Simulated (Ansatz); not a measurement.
Born–Oppenheimer molecular dynamics of a periodic cell of 24 atoms, SnO₂ (start crystal SnO2, start structure P4_2/mnm, volume 1.15 times the crystal's). It goes on from the last frame of an earlier run, with new velocities.

These are results of Ansatz 0.2.0, DFT PBE-D3(BJ), scalar-relativistic, plane waves, PAW, not measurements. Settings: accuracy low, PAW set soft_1, cutoff 420 eV, k mesh 3x3x3, fermi-dirac smearing 0.3 eV, no spin polarisation.

* ensemble: NVT, Langevin thermostat
* time step: 1 fs
* steps asked: 130
* set temperature: 2100 K
* friction: 0.02 /fs
* seed: 601225

First frame:

```xyz
24
Lattice="-4.9633 -4.9633 0.0000 4.9633 -4.9633 0.0000 0.0000 0.0000 6.6767" Properties=species:S:1:pos:R:3
Sn -0.211 -5.351 0.039
Sn 2.482 -2.421 1.754
O 1.018 -3.071 -0.377
O 1.079 -1.114 1.966
O -1.522 -7.363 -0.068
O 4.045 -3.962 2.062
Sn 0.133 -5.235 3.577
Sn 2.094 -2.263 4.986
O 1.113 -3.354 3.345
O 1.553 -0.366 5.475
O -1.345 -6.783 3.530
O 4.125 -3.786 4.758
Sn -0.080 0.414 0.020
Sn -2.570 -2.400 1.532
O -3.350 -2.922 -0.277
O 0.907 -5.581 1.702
O -1.105 -1.601 -0.032
O -1.508 -4.276 1.377
Sn 0.228 0.052 3.352
Sn -2.117 -2.663 4.831
O -3.595 -3.130 3.097
O 1.216 -5.788 5.101
O -1.264 -1.961 3.068
O -1.056 -4.393 4.882
```

(1) What does the run give?

(2) What happens to the structure?

(3) How do temperature and energy run in time?

## Answers

(1) All steps were run.

- steps done: 130
- time covered: 130 fs
- mean temperature over the second half: 2063 K
- spread of the potential energy over the second half: 18.3 meV per atom
- mean potential energy of the second half above the start: -105.2 meV per atom

A run of 0.13 ps of so small a system gives no equilibrium averages. Limits of this set-up: coarse k mesh, low accuracy level.

(2) Mean squared displacements from the first frame to the last, about the centre of mass: Sn 0.25 Å², O 0.45 Å². Another seed would give other details.

(3) 
```
time (fs)  T (K)  potential energy less start (eV)
        0   2012                             0.000
       10   2113                             0.002
       20   1708                            -0.394
       30   1957                            -1.707
       40   2685                            -2.651
       50   2220                            -2.762
       60   2165                            -2.458
       70   2068                            -2.189
       80   2533                            -2.893
       90   2216                            -3.349
      100   2076                            -2.337
      110   1852                            -2.081
      120   1935                            -2.458
      130   1540                            -1.591
```

The run took 31 min on 4 threads of AMD EPYC 7R43 64-Core Processor (Zen 3) (shared host), peak memory 1.7 GiB.
